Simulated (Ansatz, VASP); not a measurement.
Two plane-wave programs on Se

```
Se
1.0
     0.00000    3.12557    3.12557
     3.12557    0.00000    3.12557
     3.12557    3.12557    0.00000
Se
2
Direct
  0.50000 0.50000 0.50000
  0.75000 0.75000 0.75000
```

This isn't the form of Se at room conditions, which is trigonal, of chains.

Alike in both runs: task single point; functional PBEsol; k mesh 14 × 14 × 14; occupations gaussian, width 0.15 eV; no spin polarisation.

|  | VASP | Ansatz |
| --- | --- | --- |
| version | VASP 6.6.1 | Ansatz 0.2.0 |
| potentials or method | VASP PAW PBE potentials, release 64 (Se) | scalar-relativistic, plane waves, PAW |
| plane-wave cutoff (eV) | 520 | 420 |
| valence electrons in the cell | 12 | 32 |

|  | VASP | Ansatz | Ansatz less VASP |
| --- | --- | --- | --- |
| gap on the k mesh at the Fermi level (eV) | none | none | - |
| pressure (GPa) | -0.5 | -0.6 | -0.06 |

A gap of «none» marks a metal or a gap that the smearing closes. The functional is the same, so the differences come from potentials, cutoffs and numerics. The two sets of potentials don't hold the same shells in valence.

Caveats: the PAW data sets were made with another functional, which shifts forces and pressure a little (VASP).
